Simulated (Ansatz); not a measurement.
**Re: energy and pressure over a range of volumes**

An exercise on one series of results from a longer session: the logs are not shown, and one member is left open.

Method: DFT PBE, scalar-relativistic, in Ansatz 0.2.0.

## The system as given

Symmetry: R-3m, No. 166, trigonal system. Conventional cell: a = 2.768 Å, b = 2.768 Å, c = 20.096 Å, α = 90.00°, β = 90.00°, γ = 120.00°. Around Re (site symmetry -3m) lie 12 Re at 2.75 to 2.77 Å. Re (site symmetry 3m) has 12 Re at 2.74 to 2.77 Å as nearest neighbours.

Coordinates:

```cif
data_structure
_symmetry_space_group_name_H-M 'P 1'
_symmetry_Int_Tables_number 1
_cell_length_a 6.8866
_cell_length_b 6.8866
_cell_length_c 6.8866
_cell_angle_alpha 23.186
_cell_angle_beta 23.186
_cell_angle_gamma 23.186
_cell_volume 44.44
loop_
_atom_site_label
_atom_site_type_symbol
_atom_site_fract_x
_atom_site_fract_y
_atom_site_fract_z
_atom_site_occupancy
Re1 Re 0.00000 0.00000 0.00000 1
Re2 Re 0.22217 0.22217 0.22217 1
Re3 Re 0.77783 0.77783 0.77783 1
```

Atoms are numbered in the order of the input: Re1, Re2, Re3.

The first run:

File input.yaml:

```yaml
crystal:
  lattice:
    - [1.3556718956, 0.7826975339, 6.5618634312]
    - [-1.3556718956, 0.7826975339, 6.5618634312]
    - [0.0, -1.5653950678, 6.5618634312]
  atoms:
    - { symbol: Re, position: [0.0, 0.0, 0.0] }
    - { symbol: Re, position: [0.22217388, 0.22217388, 0.22217388] }
    - { symbol: Re, position: [0.77782612, 0.77782612, 0.77782612] }
kpoints:
  mp_grid: { grid: [15, 15, 15] }
  band_path:
    path:
      - [0.0, 0.0, 0.0]
      - [0.5, 0.5, 0.5]
      - [0.823848225, 0.176151775, 0.5]
      - [0.5, -0.176151775, 0.176151775]
      - [0.5, 0.0, 0.0]
      - [0.0, 0.0, 0.0]
      - [0.3380758875, -0.3380758875, 0.0]
      - [0.6619241125, 0.0, 0.3380758875]
      - [0.5, 0.0, 0.5]
    npoints: 5
scf:
  occupations: { method: fermi_dirac, width: 0.05 }
hamiltonian:
  xc: pbe
  pseudopotentials: { kind: all_electron, lapw: { basis_error: 0.0005 } }
output:
  forces: true
  stress: true
  eigenvalues: true
```

On the command line:

```
$ ansatz run input.yaml --threads 1 --pin off --max-ram 6144MiB --backend cpu --events-out ev --progress --plain --runs-dir out
```

Among the steps run: Volume × 0.94, LAPW; Volume × 0.94, PAW; Volume × 0.94, crystal datasets; Volume × 0.98, LAPW; Volume × 0.98, PAW; Volume × 0.98, crystal datasets; Volume × 1.01, LAPW; Volume × 1.01, PAW; Volume × 1.01, crystal datasets; Volume × 1.04, LAPW; Volume × 1.04, PAW; Volume × 1.04, crystal datasets.

One table of the session follows, with a row left open; its other results are not shown here.

It belongs to the step «The equation of state». 

```
          method  volume (Å³/atom)  pressure (GPa)  largest force (eV/Å)
            LAPW            13.925           30.55                 0.051
            LAPW            14.518           11.68                 0.027
            LAPW            14.962           -0.03                 0.014
            LAPW            15.407           -9.99                 0.003
             PAW            13.925           30.52                 0.052
             PAW            14.518           11.60                 0.028
             PAW            14.962               ?                     ?
             PAW            15.407          -10.11                 0.004
crystal datasets            13.925           30.55                 0.051
crystal datasets            14.518           11.68                 0.027
crystal datasets            14.962           -0.03                 0.014
crystal datasets            15.407           -9.99                 0.003
```

Q: Estimate the row for PAW, 14.962 from the others.

As computed: pressure (GPa): -0.14; largest force (eV/Å): 0.015. In the column «pressure (GPa)» it lies between crystal datasets, 15.407 (-9.99) and LAPW, 14.962 (-0.03).

Limits of these values: Shape and positions are held, so a fully relaxed modulus can be lower. Warnings in the runs' records: gradients without spin orbit, crystal datasets made.
